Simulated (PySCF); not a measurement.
# C5H5F3NP: the cost of one run

Computed with PySCF 2.14.0; each step states its level. No surroundings beyond the atoms listed, unless a continuum is named. Atoms count from 0, parts from 1.

## (1) Starting point

15 atoms, charge 0, multiplicity 1; geometry: GFN1-xTB, rigid scan. Parts: 1 = atoms 0–3, `FP(F)F`, charge 0; 2 = atoms 4–14, `c1ccncc1`, charge 0.

## (2) Interaction energy: 2.27 Å

The job: settings as JSON, then the geometry in Å.

```
{"job": {"kind": "inter", "xc": "B3LYP", "basis": "def2-SVP", "disp": "d4"}, "charge": 0, "multiplicity": 1, "parts": [{"atoms": "0-3", "charge": 0, "multiplicity": 1}, {"atoms": "4-14", "charge": 0, "multiplicity": 1}]}
F      0.743649    -1.465549     0.071657
P      0.162189    -0.351628     1.150015
F      1.331159     0.716942     0.818260
F     -0.949676     0.204879     0.117573
C     -1.649724     3.424793     3.936495
C     -1.015553     3.693770     2.732153
C     -0.513715     2.639670     1.987661
N     -0.617919     1.378526     2.399328
C     -1.224414     1.108386     3.552331
C     -1.755615     2.104846     4.352074
H     -2.054882     4.227887     4.541429
H     -0.911958     4.710095     2.372345
H     -0.014943     2.798366     1.037944
H     -1.280218     0.061476     3.835145
H     -2.245759     1.849705     5.283466
```

With the program's defaults for keys left out, this is: B3LYP-D4/def2-SVP interaction energy, counterpoise and uncorrected, gas phase.

The run is started by

```sh
$ OMP_NUM_THREADS=1 python cluster_run.py task.json out
```

One launch serves the whole session: the jobs run in the order shown.

Q: Estimate the wall time and peak memory of this first job on 1 thread of Arm Neoverse N1, shared host.

About 80 s, with a peak of 0.59 GiB.
